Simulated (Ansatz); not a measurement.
# NaCl with two functionals

The parent structure is NaCl in the rock salt structure (space group Fm-3m, No. 225; a = 5.696 Å).

(Cell as relaxed with PBE.)

Levels (all Ansatz, a first-principles code, PAW): PBE (420 eV, no spin-orbit coupling); PBEsol (420 eV, no spin-orbit coupling).

Each level relaxes its own structure.

| quantity | PBE | PBEsol |
|---|---|---|
| volume per atom | 23.09 Å³ | 21.97 Å³ |
| lattice parameter a | 5.696 Å | 5.601 Å |
| band gap | 5.00 eV | 5.01 eV |
| gap character | direct at Γ | direct at Γ |
| electron mass | 0.40 mₑ | 0.39 mₑ |
| hole mass (degenerate bands, along [100]) | 0.65, 2.9, 2.9 mₑ | 0.60, 2.7, 2.7 mₑ |

PBE's volume per atom lies 1.125 Å³ above PBEsol's (5.1 %); PBE's lattice parameter a lies 0.0940 Å above PBEsol's (1.7 %); PBE's band gap lies 0.015 eV below PBEsol's; the two agree on the gap character. Neither level is exact; PBEsol is the comparison here, not a measurement.

Masses are band curvatures over ±0.01 Å⁻¹ around the edge. Whether these cells are dynamically stable was not tested.
